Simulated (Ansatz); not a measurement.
Contact densities of GaP against volume

```
CELL_PARAMETERS angstrom
0.00000 2.72525 2.72525
2.72525 0.00000 2.72525
2.72525 2.72525 0.00000
ATOMIC_POSITIONS crystal
Ga 0.00000 0.00000 0.00000
P 0.75000 0.75000 0.75000
```

Atom numbers follow the list: Ga1, P2.

The cell comes from COD entry 9008846, which wasn't checked; take it as a given geometry.

The calculation used Ansatz 0.2.0, DFT, LDA, all-electron PAW with datasets made for the crystal, scalar-relativistic.

Sampling and basis: a Γ-centred 10×10×10 k mesh, Fermi–Dirac smearing of 0.05 eV, cutoff 240 eV (chosen by the program for this cell), no spin polarisation.

The contact density is the mean electron density over the nuclear volume; its changes follow the s electrons' response to bonding and compression. Changes below are taken from the unscaled cell, where it is 186533 e/Å³ at Ga1, 15892.5 e/Å³ at P2.

Volumes at which the program chose other datasets or cutoffs are left out.

The datasets are made afresh for each cell, so very small changes are uncertain.

(1) Does compression raise or lower the contact density at Ga1?

(2) Tabulate the changes with volume.

Answers

(1) It lowers it, by 0.88 e/Å³ over the whole range.

(2) 
```json
{"V/V(cell)": "0.9800", "P (GPa)": "-1.1", "Δρ(0) Ga1 (e/Å³)": "-0.15", "Δρ(0) P2 (e/Å³)": "-0.31"}
{"V/V(cell)": "0.9900", "P (GPa)": "-1.9", "Δρ(0) Ga1 (e/Å³)": "-0.08", "Δρ(0) P2 (e/Å³)": "-0.15"}
{"V/V(cell)": "1.0000", "P (GPa)": "-2.7", "Δρ(0) Ga1 (e/Å³)": "0.00", "Δρ(0) P2 (e/Å³)": "0.00"}
{"V/V(cell)": "1.0100", "P (GPa)": "-3.5", "Δρ(0) Ga1 (e/Å³)": "0.09", "Δρ(0) P2 (e/Å³)": "0.15"}
{"V/V(cell)": "1.0200", "P (GPa)": "-4.2", "Δρ(0) Ga1 (e/Å³)": "0.22", "Δρ(0) P2 (e/Å³)": "0.31"}
{"V/V(cell)": "1.0400", "P (GPa)": "-5.5", "Δρ(0) Ga1 (e/Å³)": "0.45", "Δρ(0) P2 (e/Å³)": "0.62"}
{"V/V(cell)": "1.0600", "P (GPa)": "-6.7", "Δρ(0) Ga1 (e/Å³)": "0.73", "Δρ(0) P2 (e/Å³)": "0.93"}
```
